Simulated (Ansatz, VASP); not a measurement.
## KBr: VASP beside Ansatz

```xyz
2
Lattice="0.0000 3.2745 3.2745 3.2745 0.0000 3.2745 3.2745 3.2745 0.0000" Properties=species:S:1:pos:R:3 pbc="T T T"
K     0.0000    0.0000    0.0000
Br    3.2745    3.2745    3.2745
```

Alike in both runs: functional PBEsol; k mesh 6 × 6 × 6; occupations gaussian, width 0.02 eV; no spin polarisation.

Ansatz relaxed the structure, and its values are those at the end. VASP's run is a single point on that final structure, the one shown.

|  | VASP | Ansatz |
| --- | --- | --- |
| version | VASP 6.6.1 | Ansatz 0.2.0 |
| potentials or method | VASP PAW PBE potentials, release 64 (K_sv, Br) | scalar-relativistic, plane waves, PAW |
| plane-wave cutoff (eV) | 520 | 420 |
| valence electrons in the cell | 16 | 16 |

Ansatz gave:

| Quantity | Value |
| --- | --- |
| gap on the k mesh at the Fermi level (eV) | 4.34 |
| least direct gap on the mesh (eV) | 4.34 |
| pressure (GPa) | 0.0 |

What did VASP give for the same quantities?

gap on the k mesh at the Fermi level (eV): 4.34; least direct gap on the mesh (eV): 4.34; pressure (GPa): 0.1.

Caveats: the PAW data sets were made with another functional, which shifts forces and pressure a little (VASP).
